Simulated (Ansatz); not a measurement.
## Si under changes of volume

One of the cells (13.979 Å³/atom); the others are scaled copies at fixed shape and fractional positions:

```
Si
1.0
    -1.62691    1.62691    1.32033
     1.62691   -1.62691    1.32033
     1.62691    1.62691   -1.32033
Si
1
Direct
  0.00000 0.00000 0.00000
```

This isn't the form of Si at room conditions, which is diamond.

| Property | Result |
| --- | --- |
| Program | Ansatz 0.2.0 |
| Functional | HSE06 |
| Potentials or basis | Ansatz PAW |
| Cutoff | 420 eV (not typed: the program's choice for these potentials) |
| k mesh | 8 × 8 × 8 |
| Occupations | fermi-dirac, width 0.05 eV |
| Spin | no spin polarisation |

| volume (Å³/atom) | energy over the lowest point (meV/atom) | pressure (GPa) |
| --- | --- | --- |
| 13.140 | 29.58 | 8.8 |
| 13.420 | 16.24 | 6.4 |
| 13.699 | 6.79 | 4.1 |
| 13.979 | ? | ? |
| 14.258 | 0.00 | -0.1 |
| 14.538 | 1.85 | -1.9 |
| 14.818 | 6.67 | -3.5 |

Q: What does the run at 13.979 Å³/atom give?

A: Energy over the lowest point 1.51 meV/atom; pressure 1.9 GPa.

Worked out: A Birch-Murnaghan fit of order 3 (a polynomial in V^(-2/3)) to the other rows has its minimum at 14.25 Å³/atom with B0 = V·E''(V) = 99 GPa and B' = 2.9 at fixed shape and positions, which overstates the stiffness. It gives 1.62 meV/atom at 13.979 Å³/atom, against the run's 1.51, and -dE/dV = 1.9 GPa, against 1.9.

Energies are extrapolated to zero smearing.

Caveats: all runs use coarse meshes; the PAW data sets come from PBE, with cores solved anew for the run's functional, which leaves a small shift of forces and pressure; the thresholds are loose for stress.
